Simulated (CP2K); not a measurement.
HfO2:

```
CELL_PARAMETERS angstrom
3.61685 0.00000 0.00000
1.80843 3.13229 0.00000
1.80843 1.04410 2.95315
ATOMIC_POSITIONS crystal
Hf 0.00000 0.00000 0.00000
O 0.75000 0.75000 0.75000
O 0.25000 0.25000 0.25000
```

Measurements of this composition are mostly on another form, of space group No. 14.

Base run:

```yaml
Program: CP2K 2026.2
Functional: TB-mBJ
Potentials_or_basis: POTENTIAL_UZH Hf GTH-PBE-q12, O GTH-PBE-q6; TZVP-MOLOPT-PBE-GTH basis
Density_cutoff: 11565 eV
k_mesh: 9 × 9 × 9
Occupations: fermi-dirac, width 0.01 eV
Spin: no spin polarisation
```

Its results: band gap on the k mesh 4.25 eV, indirect (least direct gap 4.42 eV).

Task: The run is repeated on the same cell with these changes: functional from TB-mBJ to PBE; density cutoff from 11565 eV to 8163 eV; cutoff of the grids from 850 Ry to 600 Ry. What comes out?

Result: Band gap on the k mesh 4.00 eV, indirect (least direct gap 4.10 eV).

Caveats: spin-orbit coupling is left out, which moves the levels of the heavy elements; the basis of atomic orbitals isn't converged, which shifts pressures, moduli and gaps; this is a model potential without an energy functional, so only levels have meaning (some runs); the mesh misses the band edges, which the band path finds closer together (some runs).
